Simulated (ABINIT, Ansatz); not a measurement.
# LiCl (Fm-3m): third-order response, part 2 of 2

Wanted: vibrational spectra of LiCl (Fm-3m) from linear and non-linear response.

ABINIT 10.8.3; DFT LDA, scalar-relativistic, plane waves, PseudoDojo norm-conserving pseudopotentials.

So far. Step 5 (Linear response at Γ): The acoustic modes at Γ come out as far as 0.6 cm⁻¹ from zero, where they should vanish, a small numerical error; the Born charges miss their sum rule by 5.3e-4 e, which is good. The relaxed cell has a = 4.964 Å (conventional setting).

The database entry behind the starting cell differs from later determinations by our own check (0.1 to 0.3 % short, probably kX units), so it need not match the best structure at ambient conditions.

**6. Modes with the sum rule**

anaddb reads the merged derivatives, imposes the acoustic sum rule and charge neutrality, and adds the LO-TO term along chosen directions.

File anaddb.abi:

```
ddb_filepath "gamma_DDB"
output_file "anaddb.abo"
outdata_prefix "anaddb"
asr 1
chneut 1
enunit 2
eivec 1
nph1l 1
qph1l 0.0 0.0 0.0 1.0
dieflag 1
nph2l 3
qph2l 
    1.0 0.0 0.0 0.0
    0.0 0.0 1.0 0.0
    1.0 1.0 1.0 0.0
nlflag 1
ramansr 1
alphon 1
prtmbm 1
```

File mrgddb.in:

```
gamma_DDB
merged
3
dfpt_gammao_DS2_DDB
dfpt_gammao_DS3_DDB
gso_DDB
```

On the command line:

```bash
mrgddb < mrgddb.in > mrgddb.log
OMP_NUM_THREADS=1 anaddb anaddb.abi > anaddb.log
```

anaddb.abo, the main output file:

```text
[banners, grids, parts of the stress and lines that vanish by symmetry left out]
-outvars_anaddb: echo values of input variables ----------------------

 Flags :
[...]
Dielectric Tensor and Effective Charges
[...]
Effective charge tensors after
[...]
1          1       -0.000000000       -0.000000000       -0.000000000
[...]
1          2       -0.000000000       -0.000000000       -0.000000000
[...]
1          3       -0.000000000       -0.000000000       -0.000000000
[...]
2          1       -0.000000000       -0.000000000       -0.000000000
[...]
2          2       -0.000000000       -0.000000000       -0.000000000
[...]
2          3       -0.000000000       -0.000000000       -0.000000000
[...]
Phonon wavevector (reduced coordinates) :  0.00000  0.00000  0.00000
 Phonon energies in Hartree :
[...]
Phonon energies in meV     :
-  0.000000E+00  0.000000E+00  0.000000E+00  2.834744E+01  2.834744E+01
-  2.834744E+01
 Phonon frequencies in cm-1    :
-  0.000000E+00  0.000000E+00  0.000000E+00  2.286376E+02  2.286376E+02
-  2.286376E+02
 Phonon frequencies in Thz     :
-  0.000000E+00  0.000000E+00  0.000000E+00  6.854382E+00  6.854382E+00
-  6.854382E+00
 Phonon energies in Kelvin  :
-  0.000000E+00  0.000000E+00  0.000000E+00  3.289584E+02  3.289584E+02
-  3.289584E+02
[...]
-  1  0.00000000E+00  0.00000000E+00  3.59724729E-03
-     0.00000000E+00  0.00000000E+00  0.00000000E+00
-  2  0.00000000E+00  0.00000000E+00  3.59723732E-03
-     0.00000000E+00  0.00000000E+00  0.00000000E+00
[...]
-  1  0.00000000E+00 -3.59724729E-03  0.00000000E+00
-     0.00000000E+00  0.00000000E+00  0.00000000E+00
-  2  0.00000000E+00 -3.59723732E-03  0.00000000E+00
-     0.00000000E+00  0.00000000E+00  0.00000000E+00
[...]
-  1  3.59724729E-03  0.00000000E+00  0.00000000E+00
-     0.00000000E+00  0.00000000E+00  0.00000000E+00
-  2  3.59723732E-03  0.00000000E+00  0.00000000E+00
-     0.00000000E+00  0.00000000E+00  0.00000000E+00
[...]
-  1  4.64810427E-07  1.35945668E-06  8.12985350E-03
-     0.00000000E+00  0.00000000E+00  0.00000000E+00
-  2  0.00000000E+00 -2.66157866E-07 -1.59168327E-03
-     0.00000000E+00  0.00000000E+00  0.00000000E+00
[...]
-  1  6.59705053E-07  8.12985349E-03 -1.35949440E-06
-     0.00000000E+00  0.00000000E+00  0.00000000E+00
-  2 -1.29158723E-07 -1.59168327E-03  2.66165250E-07
-     0.00000000E+00  0.00000000E+00  0.00000000E+00
[...]
-  1  8.12985359E-03 -6.59782770E-07 -4.64700104E-07
-     0.00000000E+00  0.00000000E+00  0.00000000E+00
-  2 -1.59168329E-03  1.29173939E-07  0.00000000E+00
-     0.00000000E+00  0.00000000E+00  0.00000000E+00
[...]
-     1          0.000000     0.000000     0.000002     0.000002
-     2         -0.000000    -0.000002    -0.000000     0.000002
-     3          0.000002    -0.000000     0.000000     0.000002
-     4         -0.000000    -0.000000     1.368518     1.368518
-     5          0.000000     1.368518    -0.000000     1.368518
-     6          1.368518     0.000000     0.000000     1.368518
[...]
-   1     Real    0.0000E+00  0.0000E+00  0.0000E+00  0.0000E+00  0.0000E+00  0.0000E+00  0.0000E+00
[...]
-   2     Real    0.0000E+00  0.0000E+00  0.0000E+00  0.0000E+00  0.0000E+00  0.0000E+00  0.0000E+00
[...]
-   3     Real    0.0000E+00  0.0000E+00  0.0000E+00  0.0000E+00  0.0000E+00  0.0000E+00  0.0000E+00
[...]
-   4     Real    0.0000E+00  0.0000E+00  1.2853E-04  0.0000E+00  0.0000E+00  0.0000E+00  1.2853E-04
[...]
-   5     Real    0.0000E+00  1.2853E-04  0.0000E+00  0.0000E+00  0.0000E+00  0.0000E+00  1.2853E-04
[...]
-   6     Real    1.2853E-04  0.0000E+00  0.0000E+00  0.0000E+00  0.0000E+00  0.0000E+00  1.2853E-04
[...]
-         0.000000000       0.000000000       0.000000000
-         0.000000000       0.000000000       0.000000000
[...]
Phonon at Gamma, with non-analyticity in the
[...]
Phonon energies in Hartree :
[...]
Phonon energies in meV     :
-  0.000000E+00  0.000000E+00  0.000000E+00  2.834744E+01  2.834744E+01
-  5.120117E+01
 Phonon frequencies in cm-1    :
-  0.000000E+00  0.000000E+00  0.000000E+00  2.286376E+02  2.286376E+02
-  4.129653E+02
 Phonon frequencies in Thz     :
-  0.000000E+00  0.000000E+00  0.000000E+00  6.854382E+00  6.854382E+00
-  1.238039E+01
 Phonon energies in Kelvin  :
-  0.000000E+00  0.000000E+00  0.000000E+00  3.289584E+02  3.289584E+02
-  5.941649E+02
[...]
-  1  0.00000000E+00  0.00000000E+00  3.59724729E-03
[...]
-  2  0.00000000E+00  0.00000000E+00  3.59723732E-03
[...]
Phonon at Gamma, with non-analyticity in the
[...]
Phonon energies in Hartree :
[...]
Phonon energies in meV     :
-  0.000000E+00  0.000000E+00  0.000000E+00  2.834744E+01  2.834744E+01
-  5.120117E+01
 Phonon frequencies in cm-1    :
-  0.000000E+00  0.000000E+00  0.000000E+00  2.286376E+02  2.286376E+02
-  4.129653E+02
 Phonon frequencies in Thz     :
-  0.000000E+00  0.000000E+00  0.000000E+00  6.854382E+00  6.854382E+00
-  1.238039E+01
 Phonon energies in Kelvin  :
-  0.000000E+00  0.000000E+00  0.000000E+00  3.289584E+02  3.289584E+02
-  5.941649E+02
[...]
Phonon at Gamma, with non-analyticity in the
[...]
Phonon energies in Hartree :
[...]
Phonon energies in meV     :
-  0.000000E+00  0.000000E+00  0.000000E+00  2.834744E+01  2.834744E+01
-  5.120117E+01
 Phonon frequencies in cm-1    :
-  0.000000E+00  0.000000E+00  0.000000E+00  2.286376E+02  2.286376E+02
-  4.129653E+02
 Phonon frequencies in Thz     :
-  0.000000E+00  0.000000E+00  0.000000E+00  6.854382E+00  6.854382E+00
-  1.238039E+01
 Phonon energies in Kelvin  :
-  0.000000E+00  0.000000E+00  0.000000E+00  3.289584E+02  3.289584E+02
-  5.941649E+02
[...]
-  1  1.94835627E-04 -3.55972410E-03 -4.80182921E-04
[...]
-  2  1.94832624E-04 -3.55971670E-03 -4.80184053E-04
[...]
-  1  3.59027475E-03  1.78240638E-04  1.35385605E-04
[...]
-  2  3.59026730E-03  1.78242644E-04  1.35387730E-04
[...]
-  1  1.11007228E-03  5.11268516E-03 -6.22275743E-03
[...]
-  2 -2.17332757E-04 -1.00097443E-03  1.21830718E-03
[...]
-  1  6.54452083E-03 -4.23361121E-03 -2.31090962E-03
[...]
-  2 -1.28130283E-03  8.28867105E-04  4.52435728E-04
[...]
-         0.000000000       0.000000000       0.000000000
-         0.000000000       0.000000000       0.000000000
[...]
-         0.000000000       0.000000000       0.000000000
-         0.000000000       0.000000000       0.000000000
-         0.000000000       0.000000000       0.000000000
[...]
-         0.000000000       0.000000000       0.000000000
-         0.000000000       0.000000000       0.000000000
-         0.000000000       0.000000000       0.000000000
[...]
Direction                     Dielectric constant
[...]
0.00000   0.00000   1.00000     10.39701246
   1.00000   1.00000   1.00000     10.39701246
-
```

It took 1.5 s on 1 thread of Arm Neoverse N1, shared host.

Numbers from this step:

```yaml
mean_static_dielectric_constant: 10.40
highest_mode_moved_by_the_lo_to_term: 413.0 cm⁻¹
```

No LO-TO term; unit eigenvectors of the mass-weighted matrix, from anaddb's displacements. The modes at Γ (shares of kinetic energy by element, %):

| mode | frequency (cm⁻¹) | symmetry | Li % | Cl % |
| --- | --- | --- | --- | --- |
| 1 | 0.0 | acoustic | 16 | 84 |
| 2 | 0.0 | acoustic | 16 | 84 |
| 3 | 0.0 | acoustic | 16 | 84 |
| 4 | 228.6 | T1u | 84 | 16 |
| 5 | 228.6 | T1u | 84 | 16 |
| 6 | 228.6 | T1u | 84 | 16 |

Displacements in mode 6 (228.6 cm⁻¹), the largest set to 1:
```
Li1  1.00  0.00  0.00
Cl2 -0.20  0.00  0.00
```

Trace of the oscillator strength, degenerate modes summed. Infrared lines, with heights relative to the strongest:

| position (cm⁻¹) | lines merged | IR intensity, relative |
| --- | --- | --- |
| 229 | 3 | 100 |

Static dielectric tensor (ions relaxed, fixed cell):

```
10.40  0.00  0.00
 0.00 10.40  0.00
 0.00  0.00 10.40
```

The rule moves no optical mode by more than 0.1 cm⁻¹.

**7. A second program**

The same cell, potentials and cutoff go through another code, on another k mesh. Its k mesh is centred on Γ.

This step: DFT LDA, scalar-relativistic, plane waves, PseudoDojo norm-conserving pseudopotentials (Ansatz 0.2.0).

File input.yaml:

```yaml
crystal:
  lattice:
    - [0.0, 2.4822199141, 2.4822199141]
    - [2.4822199141, 0.0, 2.4822199141]
    - [2.4822199141, 2.4822199141, 0.0]
  atoms:
    - { symbol: Li, position: [0.0, 0.0, 0.0] }
    - { symbol: Cl, position: [0.5, 0.5, 0.5] }
kpoints:
  mp_grid: { grid: [8, 8, 8] }
hamiltonian:
  xc: lda
  pseudopotentials: { kind: nc, accuracy: standard }
scf:
  occupations: { method: fixed }
output:
  eigenvalues: true
basis:
  ecutwfc: 897.976
phonons:
  method: dfpt
  dielectric: true
  rigid_motions: translations
  raman: true
```

On the command line:

```bash
ansatz run input.yaml --threads 2 --pin off --max-ram 4096MiB --backend cpu --events-out ev --progress --plain --runs-dir out
```

The log of the run:

```text
Warning: basis.ecutwfc = 897.976 eV is below the records' recommended 1006.821291 eV, and the density's cutoff is lower with it unless basis.ecutrho_ratio is high enough to keep the records' density cutoff: compare with a run at a higher cutoff
Engine: ansatz 0.2.0, aarch64-unknown-linux-gnu
Pseudopotentials: kind: nc
Pseudopotential: Li, nc, valence charge 3, recommended cutoff 1006.821291 eV (normal), Li.nc.azcp (PseudoDojo's, or run here from an input of PseudoDojo's; its table is named by hamiltonian.pseudopotentials.accuracy)
Pseudopotential: Cl, nc, valence charge 7, recommended cutoff 761.918815 eV (normal), Cl.nc.azcp (PseudoDojo's, or run here from an input of PseudoDojo's; its table is named by hamiltonian.pseudopotentials.accuracy)
Functional definition: SPW92
  exchange = slater_x
  correlation = pw_c
Crystal: 2 atoms, lattice volume = 30.588 Å³
Basis set: ecut = 897.976 eV, 1893 PW (Γ), exchange–correlation on 72×72×72 points (8 copies of the dense FFT grid, shifted against one another)
Bands: 9, of which v1, the nominal top of the filled ones, is band 5 counted from 1 (4 counted from 0)
Symmetry: 48 space group operations
k-points: 59 of 512 (irreducible under 8 space group operations, time reversal used)
Non-local potential: Li, projectors of the file, l = 0: 2, l = 1: 2
Non-local potential: Cl, projectors of the file, l = 0: 2, l = 1: 2, l = 2: 2
Initial density: superposition of atomic densities (chi_scale 0.1, normalization cell, long waves kept (reshape's long-wave potential 0.00 eV rms))
Initial wavefunctions: pseudopotential atomic-orbital guess
Functional: x = slater, c = lda
SCF iter   1: F=—  HF=-643.810062 eV  |F-HF|=—  |Δ(HF+E_count)|=         —  Δρ=3.70e-2  dr2=2.29e-1  ethr=3.10e-3  ⟨swp⟩=5.0  Hψ=3517  notcnv=0  defer=76
preconditioner: auto → none  [insulator: Δε(μ)=6.265 eV  Ē_g=14.122 eV  n_scr=8 (ndim 8)  ℏωp=19.0 eV  f_vac=0.000  ε∞_Penn≈2.8]
SCF iter   2: F=—  HF=-643.692221 eV  |F-HF|=—  |Δ(HF+E_count)|=   1.18e-1  Δρ=1.43e-2  dr2=3.85e-2  ethr=2.29e-3  ⟨swp⟩=2.6  Hψ=1148  notcnv=0  defer=109
SCF iter   3: F=—  HF=-643.672383 eV  |F-HF|=—  |Δ(HF+E_count)|=   1.98e-2  Δρ=2.62e-3  dr2=1.46e-3  ethr=3.85e-4  ⟨swp⟩=2.1  Hψ=953  notcnv=0  defer=113
SCF iter   4: F=—  HF=-643.671911 eV  |F-HF|=—  |Δ(HF+E_count)|=   4.73e-4  Δρ=9.92e-4  dr2=5.33e-5  ethr=1.46e-5  ⟨swp⟩=3.6  Hψ=969  notcnv=0  defer=113
SCF iter   5: F=—  HF=-643.671913 eV  |F-HF|=—  |Δ(HF+E_count)|=   2.50e-6  Δρ=2.78e-5  dr2=7.85e-8  ethr=5.33e-7  ⟨swp⟩=1.4  Hψ=558  notcnv=0  defer=111
SCF iter   6: F=—  HF=-643.671919 eV  |F-HF|=—  |Δ(HF+E_count)|=   6.12e-6  Δρ=2.50e-6  dr2=1.34e-9  ethr=7.85e-10  ⟨swp⟩=2.5  Hψ=819  notcnv=0  defer=18
SCF iter   7: F=-643.671919 eV  HF=-643.671919 eV  |F-HF|=3.18e-12  |Δ(HF+E_count)|=  3.57e-10  Δρ=1.75e-7  dr2=5.89e-12  ethr=1.00e-12  ⟨swp⟩=9.6  Hψ=4245  notcnv=0
SCF 1 converged in 7 iterations: F = -643.671919 eV  dr2 = 5.89e-12
DFPT response loops at Γ: preconditioner auto → none (the input reference at scf.mixing.eps_inf says where Resta's filter doesn't serve); β = 0.50; Broyden in place of MSR1
── the response to a field inside a basis, on 8×8×8 k-points: an SCF that follows is theirs, and a resumed run solves both again ──
Bands: 6, of which v1, the nominal top of the filled ones, is band 5 counted from 1 (4 counted from 0)
k-points: 60 of 512 (irreducible under 12 space group operations)
Initial density: handed on by an earlier stage of this run
Initial wavefunctions: pseudopotential atomic-orbital guess (no wavefunctions were taken with the density)
Eigensolver: Dense (60 Hₖ)
SCF iter   1: F=—  HF=-643.672366 eV  |F-HF|=—  |Δ(HF+E_count)|=         —  Δρ=2.62e-4  dr2=1.71e-6  ethr=1.00e-1
preconditioner: auto → none  [insulator: Δε(μ)=6.563 eV  Ē_g=12.401 eV  n_scr=8 (ndim 8)  ℏωp=19.0 eV  f_vac=0.000  ε∞_Penn≈3.3]
SCF iter   2: F=—  HF=-643.672366 eV  |F-HF|=—  |Δ(HF+E_count)|=   2.56e-7  Δρ=1.21e-4  dr2=3.39e-7  ethr=1.71e-8
SCF iter   3: F=—  HF=-643.672366 eV  |F-HF|=—  |Δ(HF+E_count)|=   2.45e-8  Δρ=4.84e-6  dr2=1.15e-9  ethr=3.39e-9
SCF iter   4: F=—  HF=-643.672366 eV  |F-HF|=—  |Δ(HF+E_count)|=  1.13e-10  Δρ=1.20e-6  dr2=1.44e-10  ethr=1.15e-11
SCF iter   5: F=-643.672366 eV  HF=-643.672366 eV  |F-HF|=0.00e0  |Δ(HF+E_count)|=  3.01e-11  Δρ=4.36e-8  dr2=1.89e-13  ethr=1.44e-12
SCF 1 converged in 5 iterations: F = -643.672366 eV  dr2 = 1.89e-13
DFPT response loops at Γ: mixed as the last ones told, above
DFPT response loops at Γ: mixed as the last ones told, above
DFPT response loops at Γ: mixed as the last ones told, above
SCF converged after 7 iterations
Free energy (F): -643.671919 eV
Harris-Foulkes:  -643.671919 eV  (|F-HF|=3.18e-12)
Internal energy: -643.671919 eV  (E = F + TS)
E sigma→0 (E₀):  -643.671919 eV
Fermi energy:    2.354435 eV
--- Per-component energies (eV) ---
  E_band       = -96.202654
  E_kinetic    = 292.550129
  E_local      = -352.941327  (includes V_loc(G=0)·N_el)
  E_nonlocal   = -60.322234
  E_hartree    = 95.215007
  E_xc         = -166.134905
  E_vxc        = -165.919260  (∫ρ·V_xc dr)
  E_ewald      = -452.038589
  E_smearing   = -0.000000  (= −TS)
  E_closure    = 0.000000  (closes the sum)
  Σ components = -643.671919   (vs F -643.671919, Δ=0.00e0)
--- Band table (eV; the first three rows and the last of 59) ---
  k-point 0: bands = ["-39.9544", "-11.3654", "2.3544", "2.3544", "2.3544", "8.9526", "13.9949", "13.9949", "13.9949"]
  k-point 1: bands = ["-39.9535", "-11.2715", "1.7336", "2.3048", "2.3048", "9.4131", "13.2778", "13.9515", "13.9515"]
  k-point 2: bands = ["-39.9515", "-11.0292", "0.4972", "2.1927", "2.1927", "9.5868", "12.7884", "12.7884", "13.4723"]
  k-point 58: bands = ["-39.9469", "-10.3191", "-0.2185", "-0.2185", "1.0905", "11.9904", "12.3641", "12.7741", "12.7741"]
--- Phonons (Γ-DFPT): 2 representative perturbations + reference, on 59 of 512 k-points (Σ response iterations 6) ---
  k mesh reduced under 8 symmetry operations, with k and −k counted as one. Each operation leaves every solved perturbation unchanged. A smaller set is not considered because the run solves the response to a homogeneous field
  ASR residual: 3.556e-4 → 0.000e0 eV/Å²; symmetrization residual: 1.563e-7 eV/Å²
  ASR residual per site (eV/Å²): 8.71e-6 3.56e-4
  Γ frequencies (cm⁻¹): 0.00 0.00 0.00 228.65 228.65 228.65
  ε∞ (high-frequency dielectric tensor):
        3.186087    -0.000000     0.000000
       -0.000000     3.186087    -0.000000
        0.000000     0.000000     3.186087
  ε⁰ (static dielectric tensor: ions relaxed, cell fixed):
       10.392783    -0.000000     0.000000
        0.000000    10.392783     0.000000
        0.000000     0.000000    10.392783
  ε⁰ − ε∞ (ionic part):
        7.206696     0.000000     0.000000
        0.000000     7.206696     0.000000
        0.000000     0.000000     7.206696
  softest optical mode at Γ: 228.65 cm⁻¹; the repairs (sum rule, projections) moved no ω² at Γ by more than (1.66 cm⁻¹)²
  Born effective charges Z* (e; rows j = field, columns β = displacement):
    site 0:
         1.16591    0.00000    0.00000
        -0.00000    1.16591    0.00000
         0.00000   -0.00000    1.16591
    site 1:
        -1.16591   -0.00000   -0.00000
         0.00000   -1.16591    0.00000
         0.00000    0.00000   -1.16591
  Z* charge neutrality: 2.026e-5 e pre-enforcement
  k-mesh period / interband length: 28.1 Å / 1.34 Å = 20.92 at k = (0.0000, 0.0000, -0.5000), direct gap 6.797 eV — 14 or more, which is no proof of convergence
  Raman tensors (in the event stream and the table raman_tensors.tsv): an entry may err by 1.5e-4 Å², one of the second-order susceptibility by 1.7e-20 pm/V (basis, points and sum rule); their sum over the sites missed zero by 2.241e-21 Å² ahead of its enforcement
  optical modes at Γ without the LO–TO term, one row a degenerate level:
      ω (cm⁻¹)  modes    IR ((D/Å)²/amu)  static Raman (Å⁴/amu)  depolarisation
        228.65      3            16.2106                 0.0000               —
  optical modes at Γ + LO–TO along q̂ = [1.0000, 0.0000, 0.0000]:
      ω (cm⁻¹)  modes    IR ((D/Å)²/amu)  static Raman (Å⁴/amu)  depolarisation
        228.65      2            10.8071                 0.0000               —
        412.96      1             5.4035                 0.0000               —
  optical modes at Γ + LO–TO along q̂ = [0.0000, 1.0000, 0.0000]:
      ω (cm⁻¹)  modes    IR ((D/Å)²/amu)  static Raman (Å⁴/amu)  depolarisation
        228.65      2            10.8071                 0.0000               —
        412.96      1             5.4035                 0.0000               —
  optical modes at Γ + LO–TO along q̂ = [0.0000, 0.0000, 1.0000]:
      ω (cm⁻¹)  modes    IR ((D/Å)²/amu)  static Raman (Å⁴/amu)  depolarisation
        228.65      2            10.8071                 0.0000               —
        412.96      1             5.4035                 0.0000               —
```

Wall time 90 s (2 threads); peak memory 0.52 GiB; 3 min of CPU time.

This step gave:

```
sum-rule residual before enforcement             : 3.56e-4 eV/Å²
miss of the charge sum rule                      : 2.03e-5 e
highest optical zone-centre mode (no LO-TO term) : 228.7 cm⁻¹
lowest optical zone-centre mode                  : 228.7 cm⁻¹
mean high-frequency dielectric constant          : 3.186
mean static dielectric constant                  : 10.39
```

Transverse modes. Infrared lines, with heights relative to the strongest:

| position (cm⁻¹) | label | IR intensity ((D/Å)²/amu), degenerate modes summed, relative |
| --- | --- | --- |
| 229 | T1u | 100 |

**8. Side by side: ABINIT PseudoDojo and Ansatz, PseudoDojo**

Worked out from the results:

```
root-mean-square difference : 0.01 cm⁻¹
largest difference          : 0.01 cm⁻¹
```

Frequencies side by side, by row:

| q (reciprocal lattice) | mode | ABINIT PseudoDojo (cm⁻¹) | Ansatz, PseudoDojo (cm⁻¹) |
| --- | --- | --- | --- |
| 0 0 0 | 1 | 0 | 0 |
| 0 0 0 | 2 | 0 | 0 |
| 0 0 0 | 3 | 0 | 0 |
| 0 0 0 | 4 | 228.6 | 228.7 |
| 0 0 0 | 5 | 228.6 | 228.7 |
| 0 0 0 | 6 | 228.6 | 228.7 |

The two runs side by side. Further quantities:

| quantity | ABINIT PseudoDojo | Ansatz, PseudoDojo |
| --- | --- | --- |
| mean ε∞ | 3.187 | 3.186 |
| largest Born charge in size (e; the first before, the second after the charge sum rule) | 1.166 | 1.166 |
| summed IR intensity ((D/Å)²/amu) | 16.22 | 16.21 |
| summed Raman activity (Å⁴/amu) | 0 | 0 |

At the zone centre the largest difference (acoustic modes at Γ apart) is 0.004 % of the highest mode.

**9. What came out**

- space group after relaxation: Fm-3m
- volume per atom: 15.3 Å³
- highest optical zone-centre mode (no LO-TO term): 228.6 cm⁻¹
- highest mode moved by the LO-TO term: 413.0 cm⁻¹
- mean high-frequency dielectric constant: 3.19
- largest Born charge in size (third of the trace): 1.17 e
- mean static dielectric constant: 10.4
- imaginary optical modes at the zone centre (no q mesh in this session): none
- largest difference from Ansatz, PseudoDojo: 0.01 cm⁻¹

What this shows: No mode is Raman active in this structure; the strongest infrared line lies at 229 cm⁻¹. At the LDA level the optical modes of LiCl (Fm-3m) at the zone centre (no LO-TO term) lie at 229 cm⁻¹. Along the directions run, the highest mode that the macroscopic field moves lies at 413 cm⁻¹. Lattice motion raises the mean dielectric constant from 3.187 to 10.40. The Born charge of Li is 1.166 e against a formal charge of +1, somewhat above it. The Lyddane-Sachs-Teller relation holds: (ωLO/ωTO)² is 3.26 and ε₀/ε∞ is 3.26. ABINIT PseudoDojo and Ansatz, PseudoDojo agree to 0.01 cm⁻¹ (0.004 % of the highest mode compared) on all solved modes but the acoustic ones at Γ, without the LO-TO term. These are harmonic frequencies at zero temperature: anharmonic shifts and linewidths and thermal expansion are left out. Ansatz warns that the cutoff lies 11 % under the one recommended for these files; agreement at one cutoff is not convergence.

[Host names and launcher messages were left out of these logs when they were recorded.]

[Logs are printed without paths, hosts, clocks, repeated set-up lines and the standing remarks that a program may print on its own settings, such as how far it seeks lower states.]

[Hosts, paths, dates, database ids (printed as entryN), source tags and the programs' standing remarks are cut or masked in the printed files.]
